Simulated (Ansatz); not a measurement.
**Calculated Ba-135 nuclear quadrupole resonance for Ba2Ti6O13**

Cell: a computed structure from the Materials Project (it need not be an observed phase), atoms as given.

Space group C2/m (No. 12); a = 15.0395, b = 3.9636, c = 9.1064 Å, β = 98.11°.

```csv
site,Wyckoff,site symmetry,x,y,z
Ba,4i,m,0.9478,0.0000,0.2208
Ti3,4i,m,0.3306,0.0000,0.5563
Ti5,4i,m,0.7478,0.0000,0.7766
Ti7,4i,m,0.3785,0.0000,0.8999
O9,2b,2/m,0.5000,0.0000,0.0000
O10,4i,m,0.5715,0.0000,0.3020
O12,4i,m,0.6311,0.0000,0.6221
O14,4i,m,0.6736,0.0000,0.9204
O16,4i,m,0.8008,0.0000,0.5693
O17,4i,m,0.1265,0.0000,0.1111
O19,4i,m,0.7410,0.0000,0.2465
```

One atom of each set is listed; the run and its k-mesh use a cell of 21 atoms with edges of 7.78, 7.78, 9.11 Å.

Level of theory: DFT, r2SCAN, plane waves and PAW (field gradients read without the response of the frozen cores, which leaves them typically 4 to 6 % off), scalar-relativistic, 500 eV cutoff, Γ-centred 9×9×4 k-points, Fermi–Dirac smearing 0.05 eV (Ansatz 0.2.0).

Ba-135: I = 3/2, Q = 153.0 mb (year-2017 value). Static lattice, zero field.

(1) At which frequencies do the Ba-135 NQR lines lie?

(2) And for Ba-137 (I = 3/2, Q = 236.0 mb) on Ba?

Results:

(1) For I = 3/2 there is one line, ν = (|C_Q|/2)(1 + η²/3)^½.

| site | atoms | V_zz (10²¹ V/m²) | C_Q (MHz) | η | line frequencies (MHz) |
| --- | --- | --- | --- | --- | --- |
| Ba | 2 | 9.33 | 34.5 | 0.41 | 17.7 |

(2) C_Q scales with Q to 53.2 MHz, with lines at 27.3 MHz.

With no gap above 0.1 eV, as in a metal, the gradients converge slowly in k; expect changes of a tenth or more on a denser mesh. Without spin–orbit coupling (the program notes it for Ba) the gradients can shift somewhat, as the gap is small. Semilocal functionals can leave a metal where correlation in the d or f shell opens a gap in the real compound, and that would change the values at and beside Ti.

Hardware: 1 thread of Intel Xeon 6975P-C (Granite Rapids) (x86_64; 8 cores open to the job, memory cap 3.0 GiB, no GPU), a shared host with a load of 0.4 a core. Wall time 5.8 min, CPU time 5.8 min, peak memory 2.7 GiB.
